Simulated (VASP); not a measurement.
A calculation with VASP 6.6.1 of KBr (ASE script, Cartesian positions):

run.py

```python
from ase.calculators.vasp import Vasp
from ase.dft.bandgap import bandgap
from ase.io import read

atoms = read('KBr.xyz')
calc = Vasp(
    directory='calc',
    xc='pbesol',
    pp='PBE',
    setups='materialsproject',
    prec='Accurate',
    encut=520,
    ediff=1e-06,
    ismear=0,
    sigma=0.1,
    lreal=False,
    lasph=True,
    nelm=60,
    algo='Normal',
    isif=2,
    lwave=False,
    lcharg=False,
    kpts=[7, 7, 7],
    gamma=True,
    nbands=15,
)
atoms.calc = calc

print('energy (eV):', atoms.get_potential_energy())
print('free energy (eV):', atoms.get_potential_energy(force_consistent=True))
print('forces (eV/A):')
print(atoms.get_forces())
print('stress (eV/A^3, Voigt):', atoms.get_stress())
print('Fermi level (eV):', calc.get_fermi_level())
gap, top, bottom = bandgap(calc)
print('band gap (eV):', gap, 'from (spin, k, band)', top, 'to', bottom)
```

The input KBr.xyz:

```xyz
2
Lattice="4.0434990000 0.0000000000 0.0000000000 0.0000000000 4.0434990000 0.0000000000 0.0000000000 0.0000000000 4.0434990000" Properties=species:S:1:pos:R:3 pbc="T T T"
Br     2.0217495000      2.0217495000      2.0217495000
K      0.0000000000      0.0000000000      0.0000000000
```

Potentials or basis: VASP PAW PBE potentials, release 64 (Br, K_sv).

Run with:

```console
$ python run.py
```

Measurements of this composition are mostly on another form, of space group No. 225.

Question: Write the same calculation in another form: native input, structure from a POSCAR.

Answer: As run:

INCAR

```
  ALGO = Normal
  EDIFF = 1E-6
  ENCUT = 520
  GGA = PS
  ISIF = 2
  ISMEAR = 0
  LASPH = True
  LCHARG = True
  LELF = True
  LREAL = False
  LVHAR = True
  LWAVE = False
  NELM = 60
  PREC = Accurate
  SIGMA = 0.1
```

The input KPOINTS:

```
k-points
0
Gamma
  7 7 7
```

File POSCAR:

```
KBr
4.0435
    0.999999752690      0.000000000000      0.000000000000
    0.000000000000      0.999999752690      0.000000000000
    0.000000000000      0.000000000000      0.999999752690
Br K
1 1
Direct
    0.5000000000      0.5000000000      0.5000000000
    0.0000000000      0.0000000000      0.0000000000
```

Potentials or basis: VASP PAW PBE potentials, release 64 (Br, K_sv).

The run is started by

```bash
$ cat potpaw_PBE.64/Br/POTCAR potpaw_PBE.64/K_sv/POTCAR > POTCAR
$ mpirun -np 1 vasp_std > vasp.out
```

Both were run:

|  | ASE script, Cartesian positions | native input, structure from a POSCAR |
| --- | --- | --- |
| Pressure | -1.2 GPa | -1.2 GPa |
| Band gap on the k mesh | 3.73 eV, indirect (least direct gap 3.97 eV) | 3.73 eV, indirect (least direct gap 3.97 eV) |

Keys that steer only the numerical path or the files written may differ.

Caveat: the PAW data sets were made with another functional, which shifts forces and pressure a little; an odd mesh through Γ misses points on the zone boundary, where band edges often lie.
